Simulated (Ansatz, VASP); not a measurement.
## HfC in VASP and in Ansatz

File INCAR:

```
SYSTEM = HfC
PREC = Accurate
ENCUT = 520
EDIFF = 1E-8
ISMEAR = -1
SIGMA = 0.05
LREAL = .False.
LASPH = .True.
NELM = 80
ALGO = Normal
ISIF = 2
LWAVE = .False.
LCHARG = .False.
GGA = CA
LEFG = .True.
NBANDS = 14
```

The input KPOINTS:

```
regular mesh
0
Gamma
  12 12 12
  0 0 0
```

Contents of POSCAR:

```
HfC
1.0
    0.0000000000      2.3403977997      2.3403977997
    2.3403977997      0.0000000000      2.3403977997
    2.3403977997      2.3403977997      0.0000000000
Hf C
1 1
Direct
    0.5000000000      0.5000000000      0.5000000000
    0.0000000000      0.0000000000      0.0000000000
```

Input for Ansatz:

```yaml
crystal:
  lattice:
    - [0.0, 2.3403977997, 2.3403977997]
    - [2.3403977997, 0.0, 2.3403977997]
    - [2.3403977997, 2.3403977997, 0.0]
  atoms:
    - { symbol: Hf, position: [0.5, 0.5, 0.5] }
    - { symbol: C, position: [0.0, 0.0, 0.0] }
kpoints:
  mp_grid: { grid: [12, 12, 12] }
scf:
  occupations: { method: fermi_dirac, width: 0.05 }
hamiltonian:
  xc: lda
  pseudopotentials: { kind: all_electron, datasets: crystal }
output:
  forces: true
  stress: true
  eigenvalues: true
  efg: { contact_densities: true }
```

Change from the starting cell: volume scaled by 1.02, crystal datasets.

Alike in both runs: task electric field gradients; functional LDA; k mesh 12 × 12 × 12; occupations fermi-dirac, width 0.05 eV; no spin polarisation.

|  | VASP | Ansatz |
| --- | --- | --- |
| version | VASP 6.6.1 | Ansatz 0.2.0 |
| potentials or method | VASP PAW LDA potentials, release 64 (Hf_pv, C) | all-electron PAW with datasets made for the crystal, scalar-relativistic |
| plane-wave cutoff (eV) | 520 | see its input |

Ansatz gave:

| Quantity | Value |
| --- | --- |
| pressure (GPa) | -15.8 |
| Vzz of the field gradient on the site that differs most (V/Å²) | 0.0 |

**Question.** What did VASP give for the same quantities?

**Answer.** Pressure (GPa): -15.7; Vzz of the field gradient on the site that differs most (V/Å²): 0.0.

Ansatz ran all-electron here, so the differences hold the error of VASP's frozen core and of both bases. Ansatz warned: «gradients_without_spin_orbit».

Caveats: so large a pressure means that the cell lies far from this level's equilibrium, or that cutoff or potentials fall short (VASP). Spin-orbit coupling is left out, which matters for the levels of Hf.
